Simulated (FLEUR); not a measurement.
Here is a FLEUR MaX-R8.1 (later development tree) calculation.

inp.xml

```xml
<?xml version="1.0" encoding="UTF-8" standalone="no"?>
<fleurInput fleurInputVersion="0.39">
   <comment>
      BaTiO3                                                                                              
   </comment>
   <calculationSetup>
      <cutoffs Kmax="5.13" Gmax="15.9" GmaxXC="15.9" numbands="0"/>
      <scfLoop itmax="80" minDistance="0.0001" maxIterBroyd="30" imix="Anderson" alpha="0.05" precondParam="0.0" spinf="2.0" sdNocoIR="T"/>
      <coreElectrons ctail="F" frcor="F" kcrel="0" coretail_lmax="0"/>
      <xcFunctional name="LibXC" relativisticCorrections="F">
         <LibXCName exchange="mgga_x_r2scan" correlation="mgga_c_r2scan"/>
         <AuxGGA exchange="117" correlation="130"/>
      </xcFunctional>
      <magnetism jspins="1"/>
      <soc l_soc="F" theta="0.0" phi="0.0" spav="F"/>
      <expertModes spex="0" secvar="F"/>
      <geometryOptimization l_f="F" forcealpha="1.0" forcemix="BFGS" epsdisp="0.00001" epsforce="0.00001"/>
      <ldaU l_linMix="F" mixParam="0.05" spinf="1.0"/>
   </calculationSetup>
   <cell>
      <bzIntegration valenceElectrons="50.0" mode="hist" fermiSmearingEnergy="0.00183747">
         <kPointListSelection listName="default-1"/>
         <!-- k-points included here -->
         <xi:include xmlns:xi="http://www.w3.org/2001/XInclude" href="kpts.xml"> </xi:include>
      </bzIntegration>
      <!-- symmetry operations included here -->
      <xi:include xmlns:xi="http://www.w3.org/2001/XInclude" href="sym.xml"> </xi:include>
      <bulkLattice scale="1.0">
         <bravaisMatrix>
            <row-1>    7.5315034695933001     0.0000000000000000     0.0000000000000000</row-1>
            <row-2>    0.0000000000000000     5.3609640428777396     5.3765542834056896</row-2>
            <row-3>    0.0000000000000000    -5.3609640428777396     5.3765542834056896</row-3>
         </bravaisMatrix>
      </bulkLattice>
   </cell>
   <atomSpecies>
      <species name="Barium (Ba)" element="Ba" atomicNumber="56">
         <mtSphere radius="2.63" gridPoints="879" logIncrement="0.015"/>
[... 21 lines left out ...]
         </electronConfig>
         <energyParameters s="4" p="4" d="3" f="4"/>
         <lo type="SCLO" l="0" n="3" eDeriv="0"/>
         <lo type="SCLO" l="1" n="3" eDeriv="0"/>
         <lo type="SCLO" l="1" n="3" eDeriv="1"/>
         <lo type="SCLO" l="2" n="3" eDeriv="2"/>
         <lo type="SCLO" l="3" n="4" eDeriv="2"/>
      </species>
      <species name="Oxygen (O)" element="O" atomicNumber="8">
         <mtSphere radius="1.46" gridPoints="483" logIncrement="0.022"/>
         <atomicCutoffs lmax="8" lnonsphr="8"/>
         <electronConfig flipSpins="F">
            <coreConfig>(1s1/2)</coreConfig>
            <valenceConfig>(2s1/2) (2p1/2) (2p3/2)</valenceConfig>
            <stateOccupation state="(2p1/2)" spinUp="0.666667" spinDown="0.666667"/>
            <stateOccupation state="(2p3/2)" spinUp="1.333333" spinDown="1.333333"/>
         </electronConfig>
         <energyParameters s="2" p="2" d="3" f="4"/>
         <lo type="SCLO" l="0" n="2" eDeriv="2"/>
         <lo type="SCLO" l="1" n="2" eDeriv="2"/>
         <lo type="SCLO" l="2" n="3" eDeriv="2"/>
      </species>
   </atomSpecies>
   <atomGroups>
      <atomGroup species="Barium (Ba)">
         <relPos label="                   1">.0000000000 .0000000000 .0000000000</relPos>
         <force calculate="T" relaxXYZ="TTT"/>
      </atomGroup>
      <atomGroup species="Titanium (Ti)">
         <relPos label="                   2">1.000/2.000 -.4876000000 -.4876000000</relPos>
         <force calculate="T" relaxXYZ="TTT"/>
      </atomGroup>
      <atomGroup species="Oxygen (O)">
         <relPos label="                   3">1.000/2.000 -.0081600000 -.4947600000</relPos>
         <relPos label="                   4">1.000/2.000 -.4947600000 -.0081600000</relPos>
         <force calculate="T" relaxXYZ="TTT"/>
      </atomGroup>
      <atomGroup species="Oxygen (O)">
         <relPos label="                   5">.0000000000 .4874000000 .4874000000</relPos>
         <force calculate="T" relaxXYZ="TTT"/>
      </atomGroup>
   </atomGroups>
   <output dos="F" band="F" slice="F">
      <checks vchk="F" cdinf="F"/>
      <bandDOS minEnergy="-.5*Htr" maxEnergy="0.5*Htr" sigma="0.015" storeEVData="T"/>
      <vacuumDOS vacdos="F" integ="F" star="F" nstars="0" locx1="0.0" locy1="0.0" locx2="0.0" locy2="0.0" nstm="0" tworkf="0.0"/>
      <unfoldingBand unfoldBand="F" supercellX="1" supercellY="1" supercellZ="1"/>
      <plotting iplot="0" polar="F">
         <plot TwoD="T" vec1="  1.0  0.0  0.0" vec2="  0.0  1.0  0.0" vec3="  0.0  0.0  1.0" zero="  0.0  0.0  0.0" file="plot"/>
      </plotting>
      <chargeDensitySlicing numkpt="0" minEigenval="0.0" maxEigenval="0.0" nnne="0" pallst="F"/>
      <specialOutput eonly="F"/>
      <moessbauerParams electricFieldGradient="T" isomerShift="T" coreHyperfine="T" valenceHyperfine="T"/>
      <magneticCircularDichroism mcd="F" energyLo="-10.0" energyUp="0.0"/>
   </output>
  <!-- We include the file relax.xml here to enable relaxations (see documentation) -->
  <xi:include xmlns:xi="http://www.w3.org/2001/XInclude" href="relax.xml"> <xi:fallback/> </xi:include>
</fleurInput>
```

crystal.txt

```
BaTiO3
&input cartesian=F /
3.9855000000  0.0000000000  0.0000000000
0.0000000000  2.8369000000  2.8451500000
0.0000000000  -2.8369000000  2.8451500000
1.8897261246
1.0 1.0 1.0

5
56 0.0000000000  0.0000000000  0.0000000000
22 0.5000000000  0.5124000000  0.5124000000
8 0.5000000000  0.9918400000  0.5052400000
8 0.5000000000  0.5052400000  0.9918400000
8 0.0000000000  0.4874000000  0.4874000000

&kpt div1=7 div2=7 div3=7 gamma=T /
```

File inp.xml (bands):

```
<?xml version="1.0" encoding="UTF-8" standalone="no"?>
<fleurInput fleurInputVersion="0.39">
   <comment>
      BaTiO3                                                                                              
   </comment>
   <calculationSetup>
      <cutoffs Kmax="5.13" Gmax="15.9" GmaxXC="15.9" numbands="0"/>
      <scfLoop itmax="80" minDistance="0.0001" maxIterBroyd="30" imix="Anderson" alpha="0.05" precondParam="0.0" spinf="2.0" sdNocoIR="T"/>
      <coreElectrons ctail="F" frcor="F" kcrel="0" coretail_lmax="0"/>
      <xcFunctional name="LibXC" relativisticCorrections="F">
         <LibXCName exchange="mgga_x_r2scan" correlation="mgga_c_r2scan"/>
         <AuxGGA exchange="117" correlation="130"/>
      </xcFunctional>
      <magnetism jspins="1"/>
      <soc l_soc="F" theta="0.0" phi="0.0" spav="F"/>
      <expertModes spex="0" secvar="F"/>
      <geometryOptimization l_f="F" forcealpha="1.0" forcemix="BFGS" epsdisp="0.00001" epsforce="0.00001"/>
      <ldaU l_linMix="F" mixParam="0.05" spinf="1.0"/>
   </calculationSetup>
   <cell>
      <bzIntegration valenceElectrons="50.0" mode="hist" fermiSmearingEnergy="0.00183747">
         <kPointListSelection listName="path-1"/>
         <!-- k-points included here -->
         <xi:include xmlns:xi="http://www.w3.org/2001/XInclude" href="kpts.xml"> </xi:include>
      </bzIntegration>
      <!-- symmetry operations included here -->
      <xi:include xmlns:xi="http://www.w3.org/2001/XInclude" href="sym.xml"> </xi:include>
      <bulkLattice scale="1.0">
         <bravaisMatrix>
            <row-1>    7.5315034695933001     0.0000000000000000     0.0000000000000000</row-1>
            <row-2>    0.0000000000000000     5.3609640428777396     5.3765542834056896</row-2>
            <row-3>    0.0000000000000000    -5.3609640428777396     5.3765542834056896</row-3>
         </bravaisMatrix>
      </bulkLattice>
   </cell>
   <atomSpecies>
      <species name="Barium (Ba)" element="Ba" atomicNumber="56">
         <mtSphere radius="2.63" gridPoints="879" logIncrement="0.015"/>
         <atomicCutoffs lmax="10" lnonsphr="10"/>
[... 20 lines left out ...]
         </electronConfig>
         <energyParameters s="4" p="4" d="3" f="4"/>
         <lo type="SCLO" l="0" n="3" eDeriv="0"/>
         <lo type="SCLO" l="1" n="3" eDeriv="0"/>
         <lo type="SCLO" l="1" n="3" eDeriv="1"/>
         <lo type="SCLO" l="2" n="3" eDeriv="2"/>
         <lo type="SCLO" l="3" n="4" eDeriv="2"/>
      </species>
      <species name="Oxygen (O)" element="O" atomicNumber="8">
         <mtSphere radius="1.46" gridPoints="483" logIncrement="0.022"/>
         <atomicCutoffs lmax="8" lnonsphr="8"/>
         <electronConfig flipSpins="F">
            <coreConfig>(1s1/2)</coreConfig>
            <valenceConfig>(2s1/2) (2p1/2) (2p3/2)</valenceConfig>
            <stateOccupation state="(2p1/2)" spinUp="0.666667" spinDown="0.666667"/>
            <stateOccupation state="(2p3/2)" spinUp="1.333333" spinDown="1.333333"/>
         </electronConfig>
         <energyParameters s="2" p="2" d="3" f="4"/>
         <lo type="SCLO" l="0" n="2" eDeriv="2"/>
         <lo type="SCLO" l="1" n="2" eDeriv="2"/>
         <lo type="SCLO" l="2" n="3" eDeriv="2"/>
      </species>
   </atomSpecies>
   <atomGroups>
      <atomGroup species="Barium (Ba)">
         <relPos label="                   1">.0000000000 .0000000000 .0000000000</relPos>
         <force calculate="T" relaxXYZ="TTT"/>
      </atomGroup>
      <atomGroup species="Titanium (Ti)">
         <relPos label="                   2">1.000/2.000 -.4876000000 -.4876000000</relPos>
         <force calculate="T" relaxXYZ="TTT"/>
      </atomGroup>
      <atomGroup species="Oxygen (O)">
         <relPos label="                   3">1.000/2.000 -.0081600000 -.4947600000</relPos>
         <relPos label="                   4">1.000/2.000 -.4947600000 -.0081600000</relPos>
         <force calculate="T" relaxXYZ="TTT"/>
      </atomGroup>
      <atomGroup species="Oxygen (O)">
         <relPos label="                   5">.0000000000 .4874000000 .4874000000</relPos>
         <force calculate="T" relaxXYZ="TTT"/>
      </atomGroup>
   </atomGroups>
   <output dos="F" band="T" slice="F">
      <checks vchk="F" cdinf="F"/>
      <bandDOS minEnergy="-.5*Htr" maxEnergy="0.5*Htr" sigma="0.015" storeEVData="T"/>
      <vacuumDOS vacdos="F" integ="F" star="F" nstars="0" locx1="0.0" locy1="0.0" locx2="0.0" locy2="0.0" nstm="0" tworkf="0.0"/>
      <unfoldingBand unfoldBand="F" supercellX="1" supercellY="1" supercellZ="1"/>
      <plotting iplot="0" polar="F">
         <plot TwoD="T" vec1="  1.0  0.0  0.0" vec2="  0.0  1.0  0.0" vec3="  0.0  0.0  1.0" zero="  0.0  0.0  0.0" file="plot"/>
      </plotting>
      <chargeDensitySlicing numkpt="0" minEigenval="0.0" maxEigenval="0.0" nnne="0" pallst="F"/>
      <specialOutput eonly="F"/>
      <moessbauerParams electricFieldGradient="T" isomerShift="T" coreHyperfine="T" valenceHyperfine="T"/>
      <magneticCircularDichroism mcd="F" energyLo="-10.0" energyUp="0.0"/>
   </output>
  <!-- We include the file relax.xml here to enable relaxations (see documentation) -->
  <xi:include xmlns:xi="http://www.w3.org/2001/XInclude" href="relax.xml"> <xi:fallback/> </xi:include>
</fleurInput>
```

Potentials or basis: all-electron, FLAPW.

Launch:

```bash
$ inpgen -f crystal.txt -profile fastHighL
$ # inp.xml edited to the form shown
$ fleur_MPI
$ fleur_MPI   # second run, on inp.xml (bands)
```

**Question.** What does it give for the band gap along the path?

**Answer.** 2.24 eV, indirect (least direct gap 2.44 eV).

**Question.** Predict the band gap on the k mesh.

**Answer.** 2.32 eV, indirect (least direct gap 2.44 eV).

Levels at the corners of the path, in eV from the valence-band top:
```csv
point,band 23,band 24,band 25,band 26,band 27,band 28
Γ,-0.32,-0.23,-0.19,2.24,2.30,2.45
X,-0.89,-0.86,-0.11,3.90,3.96,4.34
S,-1.65,-0.81,-0.75,2.45,3.89,3.92
R,-0.87,-0.87,-0.05,3.92,3.93,4.34
A,-0.06,-0.01,0.00,4.53,4.57,4.58
Z,-1.70,-0.83,-0.78,2.41,3.86,3.94
Γ,-0.32,-0.23,-0.19,2.24,2.30,2.45
Y,-0.89,-0.86,-0.11,3.90,3.96,4.34
X1,-0.89,-0.86,-0.11,3.90,3.96,4.34
A1,-0.06,-0.01,0.00,4.53,4.57,4.58
T,-0.06,-0.01,0.00,4.53,4.57,4.58
Y,-0.89,-0.86,-0.11,3.90,3.96,4.34
Z,-1.70,-0.83,-0.78,2.41,3.86,3.94
T,-0.06,-0.01,0.00,4.53,4.57,4.58
```

Caveat: the meta-GGA is that of a development version, with a GGA for the radial functions and cores and without core tails; spin-orbit coupling is left out, which moves the levels of the heavy elements. r2SCAN opens gaps a little over a GGA but as a rule still falls short of measured ones.
